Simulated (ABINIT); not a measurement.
# RbBr (Pm-3m) in ABINIT: equation of state

How stiff is RbBr in PBE, and what volume does it want? The cell is scaled to several volumes.

Everything below comes from runs of ABINIT 10.8.3 (patched build). Logs are shortened: lines on timing, memory, paths and dates and some standing lists are left out, and cuts for length are marked. The log counts tension as positive stress, the text compression.

### Step 1. The structure

Symmetry: Pm-3m, No. 221, cubic system. Conventional cell: a = 4.126 Å, b = 4.126 Å, c = 4.126 Å, α = 90.00°, β = 90.00°, γ = 90.00°. Rb (site symmetry m-3m) is surrounded by 8 Br at 3.57 Å. Br (site symmetry m-3m) has 8 Rb at 3.57 Å as nearest neighbours.

The cell comes from a database or a generator and needn't be the stable form of this composition.

### Step 2. Equation of state, PBE

The input, run.abi:

```
# Datasets: one volume each
ndtset 7
getwfk -1
scalecart1 3*0.9795861087
scalecart2 3*0.9864848297
scalecart3 3*0.9932883884
scalecart4 3*1.0000000000
scalecart5 3*1.0066227096
scalecart6 3*1.0131594038
scalecart7 3*1.0196128224

# Pseudopotentials
pp_dirpath "./"
pseudos "Rb.GGA_PBE-JTH.xml, Br.GGA_PBE-JTH.xml"

# Structure
acell 3*1.0
rprim
     7.7971560660     0.0000000000     0.0000000000
     0.0000000000     7.7971560660     0.0000000000
     0.0000000000     0.0000000000     7.7971560660
ntypat 2
znucl 37 35
natom 2
typat 1 2
xred
     0.0000000000     0.0000000000     0.0000000000
     0.5000000000     0.5000000000     0.5000000000

# Plane-wave basis
ecut 435.382180 eV
pawecutdg 32.0

# k points
kptopt 1
ngkpt 7 7 7
nshiftk 1
shiftk 0.0 0.0 0.0

# Exchange and correlation
ixc 11

# Bands and occupations
nband 12
occopt 3
tsmear 0.00183747

# SCF cycle
nstep 100
tolvrs 1.0e-9

# Output
iomode 3
prtwf 1
prtden 0
prteig 0
prtebands 0
enunit 2
```

Potentials or basis: JTH PAW PBE v2.0.

Launch:

```console
$ abinit run.abi > log 2>&1
```

run.abo:

```text
.Version 10.8.3 of ABINIT
 DATASET    1 : space group Pm -3 m (#221); Bravais cP (primitive cubic)
================================================================================
 Values of the parameters that define the memory need for DATASET  1.
     intxc =       0    ionmov =       0      iscf =      17    lmnmax =      13
     lnmax =       5     mgfft =      30  mpssoang =       3    mqgrid =    3001
     natom =       2  nloc_mem =       2    nspden =       1   nspinor =       1
    nsppol =       1      nsym =      48    n1xccc =       1    ntypat =       2
    occopt =       3   xclevel =       2
       mpw =        1376          nfft =       27000          nkpt =          20
 PAW method is used; the additional fine FFT grid is defined by:
   mgfftf=        40    nfftf =     64000
================================================================================
================================================================================
[... 71 lines left out ...]
 DATASET    7 : space group Pm -3 m (#221); Bravais cP (primitive cubic)
================================================================================
 Values of the parameters that define the memory need for DATASET  7.
     intxc =       0    ionmov =       0      iscf =      17    lmnmax =      13
     lnmax =       5     mgfft =      30  mpssoang =       3    mqgrid =    3001
     natom =       2  nloc_mem =       2    nspden =       1   nspinor =       1
    nsppol =       1      nsym =      48    n1xccc =       1    ntypat =       2
    occopt =       3   xclevel =       2
       mpw =        1550          nfft =       27000          nkpt =          20
 PAW method is used; the additional fine FFT grid is defined by:
   mgfftf=        45    nfftf =     91125
================================================================================
================================================================================

--------------------------------------------------------------------------------
------------- Echo of variables that govern the present computation ------------
--------------------------------------------------------------------------------
 -outvars: echo values of preprocessed input variables --------
            acell      1.0000000000E+00  1.0000000000E+00  1.0000000000E+00 Bohr
              amu      8.54678000E+01  7.99040000E+01
             ecut      1.60000000E+01 Hartree
           enunit           2
           getwfk          -1
              ixc          11
           jdtset        1    2    3    4    5    6    7
         kptrlatt        7    0    0      0    7    0      0    0    7
          kptrlen1     5.34659004E+01
          kptrlen2     5.38424332E+01
          kptrlen3     5.42137721E+01
          kptrlen4     5.45800925E+01
          kptrlen5     5.49415606E+01
          kptrlen6     5.52983339E+01
          kptrlen7     5.56505621E+01
            natom           2
            nband          12
           ndtset           7
            ngfft          30      30      30
          ngfftdg1         40      40      40
          ngfftdg2         40      40      40
          ngfftdg3         40      40      40
          ngfftdg4         40      40      40
          ngfftdg5         40      40      40
          ngfftdg6         45      45      45
          ngfftdg7         45      45      45
             nkpt          20
            nstep         100
             nsym          48
           ntypat           2
           occopt           3
        pawecutdg      3.20000000E+01 Hartree
         pawxcdev           0
           prtden           0
        prtebands           0
           prteig           0
            rprim1     7.6379857696E+00  0.0000000000E+00  0.0000000000E+00
                       0.0000000000E+00  7.6379857696E+00  0.0000000000E+00
                       0.0000000000E+00  0.0000000000E+00  7.6379857696E+00
            rprim2     7.6917761739E+00  0.0000000000E+00  0.0000000000E+00
                       0.0000000000E+00  7.6917761739E+00  0.0000000000E+00
                       0.0000000000E+00  0.0000000000E+00  7.6917761739E+00
            rprim3     7.7448245829E+00  0.0000000000E+00  0.0000000000E+00
                       0.0000000000E+00  7.7448245829E+00  0.0000000000E+00
                       0.0000000000E+00  0.0000000000E+00  7.7448245829E+00
            rprim4     7.7971560660E+00  0.0000000000E+00  0.0000000000E+00
                       0.0000000000E+00  7.7971560660E+00  0.0000000000E+00
                       0.0000000000E+00  0.0000000000E+00  7.7971560660E+00
            rprim5     7.8487943663E+00  0.0000000000E+00  0.0000000000E+00
                       0.0000000000E+00  7.8487943663E+00  0.0000000000E+00
                       0.0000000000E+00  0.0000000000E+00  7.8487943663E+00
            rprim6     7.8997619912E+00  0.0000000000E+00  0.0000000000E+00
                       0.0000000000E+00  7.8997619912E+00  0.0000000000E+00
                       0.0000000000E+00  0.0000000000E+00  7.8997619912E+00
            rprim7     7.9500803031E+00  0.0000000000E+00  0.0000000000E+00
                       0.0000000000E+00  7.9500803031E+00  0.0000000000E+00
                       0.0000000000E+00  0.0000000000E+00  7.9500803031E+00
          spgroup         221
           tolvrs      1.00000000E-09
           tsmear      1.83747000E-03 Hartree
            typat      1  2
           useylm           1
           xangst1     0.0000000000E+00  0.0000000000E+00  0.0000000000E+00
                       2.0209240019E+00  2.0209240019E+00  2.0209240019E+00
           xangst2     0.0000000000E+00  0.0000000000E+00  0.0000000000E+00
                       2.0351563299E+00  2.0351563299E+00  2.0351563299E+00
           xangst3     0.0000000000E+00  0.0000000000E+00  0.0000000000E+00
                       2.0491923345E+00  2.0491923345E+00  2.0491923345E+00
           xangst4     0.0000000000E+00  0.0000000000E+00  0.0000000000E+00
                       2.0630386486E+00  2.0630386486E+00  2.0630386486E+00
           xangst5     0.0000000000E+00  0.0000000000E+00  0.0000000000E+00
                       2.0767015545E+00  2.0767015545E+00  2.0767015545E+00
           xangst6     0.0000000000E+00  0.0000000000E+00  0.0000000000E+00
                       2.0901870072E+00  2.0901870072E+00  2.0901870072E+00
           xangst7     0.0000000000E+00  0.0000000000E+00  0.0000000000E+00
                       2.1035006592E+00  2.1035006592E+00  2.1035006592E+00
            xcart1     0.0000000000E+00  0.0000000000E+00  0.0000000000E+00
                       3.8189928848E+00  3.8189928848E+00  3.8189928848E+00
            xcart2     0.0000000000E+00  0.0000000000E+00  0.0000000000E+00
                       3.8458880870E+00  3.8458880870E+00  3.8458880870E+00
            xcart3     0.0000000000E+00  0.0000000000E+00  0.0000000000E+00
                       3.8724122915E+00  3.8724122915E+00  3.8724122915E+00
            xcart4     0.0000000000E+00  0.0000000000E+00  0.0000000000E+00
                       3.8985780330E+00  3.8985780330E+00  3.8985780330E+00
            xcart5     0.0000000000E+00  0.0000000000E+00  0.0000000000E+00
                       3.9243971832E+00  3.9243971832E+00  3.9243971832E+00
            xcart6     0.0000000000E+00  0.0000000000E+00  0.0000000000E+00
                       3.9498809956E+00  3.9498809956E+00  3.9498809956E+00
            xcart7     0.0000000000E+00  0.0000000000E+00  0.0000000000E+00
                       3.9750401516E+00  3.9750401516E+00  3.9750401516E+00
             xred      0.0000000000E+00  0.0000000000E+00  0.0000000000E+00
                       5.0000000000E-01  5.0000000000E-01  5.0000000000E-01
            znucl       37.00000   35.00000

================================================================================

 chkinp: Checking input parameters for consistency, jdtset=   1.

 chkinp: Checking input parameters for consistency, jdtset=   2.

 chkinp: Checking input parameters for consistency, jdtset=   3.

 chkinp: Checking input parameters for consistency, jdtset=   4.
[... 31 lines left out ...]
 getcut: wavevector=  0.0000  0.0000  0.0000  ngfft=  30  30  30
         ecut(hartree)=     16.000   => boxcut(ratio)=   2.18131

 Fine grid specifications (used for densities):

 getcut: wavevector=  0.0000  0.0000  0.0000  ngfft=  40  40  40
         ecut(hartree)=     32.000   => boxcut(ratio)=   2.05656

--- Pseudopotential description ------------------------------------------------
- pspini: atom type   1  psp file is ./Rb.GGA_PBE-JTH.xml
 Pseudopotential format is: paw10
 basis_size (lnmax)=  5 (lmn_size= 13), orbitals=   0   0   1   1   2
 Spheres core radius: rc_sph= 2.31324876
 Shapefunction is BESSEL type: shapef(r,l)=aa(1,l)*jl(q(1,l)*r)+aa(2,l)*jl(q(2,l)*r)
 Radius for shape functions =  1.75956284
 Compensation charge density is not taken into account in XC energy/potential

- pspini: atom type   2  psp file is ./Br.GGA_PBE-JTH.xml
 Pseudopotential format is: paw10
 basis_size (lnmax)=  4 (lmn_size=  8), orbitals=   0   0   1   1
 Spheres core radius: rc_sph= 2.20918964
 Shapefunction is BESSEL type: shapef(r,l)=aa(1,l)*jl(q(1,l)*r)+aa(2,l)*jl(q(2,l)*r)
 Radius for shape functions =  2.00422552
 Compensation charge density is not taken into account in XC energy/potential

   1.27415870E+03                                ecore*ucvol(ha*bohr**3)
--------------------------------------------------------------------------------

[... 7 lines left out ...]

     iter   Etot(hartree)      deltaE(h)  residm     nres2
 ETOT  1  -38.055514002372    -3.806E+01 6.671E-02 6.900E-01
 ETOT  2  -38.108121166778    -5.261E-02 9.883E-03 1.818E-01
 ETOT  3  -38.106917625775     1.204E-03 1.184E-03 5.831E-02
 ETOT  4  -38.106616493787     3.011E-04 6.366E-04 8.730E-03
 ETOT  5  -38.106632700697    -1.621E-05 1.704E-04 3.391E-04
 ETOT  6  -38.106640658163    -7.957E-06 1.682E-04 1.830E-05
 ETOT  7  -38.106641008218    -3.501E-07 1.932E-04 8.240E-07
 ETOT  8  -38.106641018576    -1.036E-08 1.128E-04 5.018E-08
 ETOT  9  -38.106641018432     1.441E-10 1.942E-04 8.808E-09
 ETOT 10  -38.106641018464    -3.224E-11 9.659E-05 3.276E-10
[... 1265 lines left out ...]
 Cartesian components of stress tensor (hartree/bohr^3)
  sigma(1 1)=  8.20697969E-07  sigma(3 2)=  0.00000000E+00
  sigma(2 2)=  8.20697969E-07  sigma(3 1)=  0.00000000E+00
  sigma(3 3)=  8.20697969E-07  sigma(2 1)=  0.00000000E+00

-Cartesian components of stress tensor (GPa)         [Pressure= -2.4146E-02 GPa]
- sigma(1 1)=  2.41457679E-02  sigma(3 2)=  0.00000000E+00
- sigma(2 2)=  2.41457679E-02  sigma(3 1)=  0.00000000E+00
- sigma(3 3)=  2.41457679E-02  sigma(2 1)=  0.00000000E+00

== END DATASET(S) ==============================================================
================================================================================

 -outvars: echo values of variables after computation  --------
            acell      1.0000000000E+00  1.0000000000E+00  1.0000000000E+00 Bohr
           etotal1    -3.8106641018E+01
           etotal2    -3.8107279200E+01
           etotal3    -3.8107771410E+01
           etotal4    -3.8108129765E+01
           etotal5    -3.8108366495E+01
           etotal6    -3.8108514715E+01
           etotal7    -3.8108564915E+01
            fcart1    -0.0000000000E+00 -0.0000000000E+00 -0.0000000000E+00
                      -0.0000000000E+00 -0.0000000000E+00 -0.0000000000E+00
            fcart2    -0.0000000000E+00 -0.0000000000E+00 -0.0000000000E+00
                      -0.0000000000E+00 -0.0000000000E+00 -0.0000000000E+00
            fcart3    -0.0000000000E+00 -0.0000000000E+00 -0.0000000000E+00
                      -0.0000000000E+00 -0.0000000000E+00 -0.0000000000E+00
            fcart4    -0.0000000000E+00 -0.0000000000E+00 -0.0000000000E+00
                      -0.0000000000E+00 -0.0000000000E+00 -0.0000000000E+00
            fcart5    -0.0000000000E+00 -0.0000000000E+00 -0.0000000000E+00
                      -0.0000000000E+00 -0.0000000000E+00 -0.0000000000E+00
            fcart6    -0.0000000000E+00 -0.0000000000E+00 -0.0000000000E+00
                      -0.0000000000E+00 -0.0000000000E+00 -0.0000000000E+00
            fcart7    -0.0000000000E+00 -0.0000000000E+00 -0.0000000000E+00
                      -0.0000000000E+00 -0.0000000000E+00 -0.0000000000E+00
            rprim1     7.6379857696E+00  0.0000000000E+00  0.0000000000E+00
[... 30 lines left out ...]
           strten6    -8.5940296684E-06 -8.5940296684E-06 -8.5940296684E-06
                       0.0000000000E+00  0.0000000000E+00  0.0000000000E+00
           strten7     8.2069796889E-07  8.2069796889E-07  8.2069796889E-07
                       0.0000000000E+00  0.0000000000E+00  0.0000000000E+00
           xangst1     0.0000000000E+00  0.0000000000E+00  0.0000000000E+00
                       2.0209240019E+00  2.0209240019E+00  2.0209240019E+00
           xangst2     0.0000000000E+00  0.0000000000E+00  0.0000000000E+00
                       2.0351563299E+00  2.0351563299E+00  2.0351563299E+00
           xangst3     0.0000000000E+00  0.0000000000E+00  0.0000000000E+00
                       2.0491923345E+00  2.0491923345E+00  2.0491923345E+00
           xangst4     0.0000000000E+00  0.0000000000E+00  0.0000000000E+00
                       2.0630386486E+00  2.0630386486E+00  2.0630386486E+00
           xangst5     0.0000000000E+00  0.0000000000E+00  0.0000000000E+00
                       2.0767015545E+00  2.0767015545E+00  2.0767015545E+00
           xangst6     0.0000000000E+00  0.0000000000E+00  0.0000000000E+00
                       2.0901870072E+00  2.0901870072E+00  2.0901870072E+00
           xangst7     0.0000000000E+00  0.0000000000E+00  0.0000000000E+00
                       2.1035006592E+00  2.1035006592E+00  2.1035006592E+00
             xred      0.0000000000E+00  0.0000000000E+00  0.0000000000E+00
                       5.0000000000E-01  5.0000000000E-01  5.0000000000E-01
 Calculation completed.
```

Wall time 65 s (1 thread of Arm Neoverse V1, shared host); peak memory 0.14 GiB.

Results:

* Equilibrium volume: 37.35 Å³/atom (rough: see the caveat)
* Bulk modulus: 12.4 GPa (rough)

Energy against volume, from the lowest point:
```csv
volume (Å³/atom),energy (meV/atom)
33.015,26.18
33.717,17.49
34.420,10.80
35.122,5.92
35.825,2.70
36.527,0.68
37.230,0.00
```

Caveat: pressures at fixed basis lie under the slope of the energies; the minimum lies outside the volumes run.
